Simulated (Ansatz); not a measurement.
PtS2:

```xyz
3
Lattice="3.5432 0.0000 0.0000 -1.7716 3.0685 0.0000 0.0000 0.0000 5.0388" Properties=species:S:1:pos:R:3 pbc="T T T"
Pt    0.0000    0.0000    0.0000
S     1.7716    1.0228    3.8950
S     0.0000    2.0457    1.1438
```

* Program: Ansatz 0.2.0
* Task: relaxation of cell and atoms
* Functional: BLYP
* Potentials or basis: Ansatz PAW
* Cutoff: 420 eV (not typed: the program's choice for these potentials)
* k mesh: 9 × 9 × 5
* Occupations: fermi-dirac, width 0.05 eV
* Spin: no spin polarisation

At the start: volume 18.26 Å³/atom.

**Question.** Where does the relaxation end?

**Answer.** It ends after 31 steps and the volume is 32.94 Å³/atom (+80.4 %); space group P-3m1 (No. 164, to 0.05 Å).

The path:
```tsv
step	energy change (eV)	largest force (eV/Å)	volume (Å³)
1	0.0000	1.8435	54.78
2	-0.4242	0.0246	61.42
3	-0.4573	0.0843	64.53
4	-0.4735	0.0883	66.44
5	-0.4752	0.0045	67.27
6	-0.4752	0.0019	67.36
7	-0.4906	0.0048	67.36
8	-0.5001	0.0189	69.14
9	-0.5100	0.0269	71.82
10	-0.5149	0.0271	74.57
11	-0.5150	0.0139	75.85
12	-0.5151	0.0004	75.64
13	-0.5201	0.0021	75.64
14	-0.5232	0.0398	77.68
15	-0.5263	0.0079	80.35
16	-0.5276	0.0058	83.08
17	-0.5276	0.0006	83.41
18	-0.5275	0.0039	83.67
19	-0.5303	0.0030	83.67
20	-0.5316	0.0017	85.40
21	-0.5330	0.0226	88.27
22	-0.5336	0.0043	91.07
23	-0.5335	0.0021	91.68
24	-0.5335	0.0033	91.44
25	-0.5353	0.0040	91.44
26	-0.5359	0.0109	93.17
27	-0.5365	0.0292	96.11
28	-0.5365	0.0229	98.90
29	-0.5366	0.0143	98.63
30	-0.5365	0.0002	98.81
31	-0.5378	0.0006	98.81
```

Final structure:
```cif
data_structure
_symmetry_space_group_name_H-M 'P 1'
_symmetry_Int_Tables_number 1
_cell_length_a 3.6410
_cell_length_b 3.6410
_cell_length_c 8.6064
_cell_angle_alpha 90.000
_cell_angle_beta 90.000
_cell_angle_gamma 120.000
_cell_volume 98.81
loop_
_atom_site_label
_atom_site_type_symbol
_atom_site_fract_x
_atom_site_fract_y
_atom_site_fract_z
_atom_site_occupancy
Pt1 Pt 0.00000 0.00000 0.00000 1
S1 S 0.66667 0.33333 0.85493 1
S2 S 0.33333 0.66667 0.14507 1
```

Caveat: the volume moved by over 15 % at a fixed basis, so the end points are rough; the plane-wave basis is chosen anew once the cell has moved, so the energies of steps on either side of that aren't comparable; the volume moved by +80 % from the deposited cell, more than functionals usually miss; the PAW data sets come from PBE, with cores solved anew for the run's functional, which leaves a small shift of forces and pressure.
